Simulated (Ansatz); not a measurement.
# Rb: enthalpy against pressure

Rb, P6_3/mmc, a = 4.969 Å, c = 16.202 Å. This isn't the element's structure at ambient conditions. Ansatz: PBEsol, PAW, 420 eV, Γ-centred 12×12×4 mesh on 4 atoms, Gaussian smearing 0.10 eV; no spin polarisation. Cell and atoms are relaxed at each pressure, and no other structure is tried, so the rows at high pressure may lie past a change of phase. y is the enthalpy over the state at zero pressure; there V0 = 86.628 Å³/atom. The pressures are the targets, met within 0.03 GPa.

| P (GPa) | y (eV/atom) |
| --- | --- |
| 0.0 | 0.0000 |
| 2.0 | 0.8801 |
| 5.0 | ? |
| 10.0 | 3.1696 |
| 20.0 | 5.1052 |
| 40.0 | 7.7490 |

Question: Fit y = c1 P + c2 P² + c3 P³ to the other rows, say what c1 and c2 mean, and predict the missing value.

Answer: Least squares on the rows shown. y = 0.41238 P − 0.010319 P² + 0.00012133 P³. Since dH/dP = V, c1 is V0: 0.41238 eV/GPa × 160.2 = 66.063 Å³ against 86.628; c2 = −V0/(2B0) gives B0 = 20 GPa, where a Birch–Murnaghan fit to the volumes of the same runs (not shown) gives 2.9 GPa. The volume falls by 79 % over the range, most steeply at the start, which a cubic can't follow: here c1 isn't V0 and c2 doesn't give B0. Above P = −c2/(3 c3) = 28 GPa the cubic's slope, the volume, would rise with pressure, so the form fails there. At P = 5.0 the fit asked for gives 1.8191 eV/atom. The run gave 1.8786 eV/atom, so the fit is 0.0595 eV/atom too low, within twice the rms miss on the fitted rows (0.0531 eV/atom).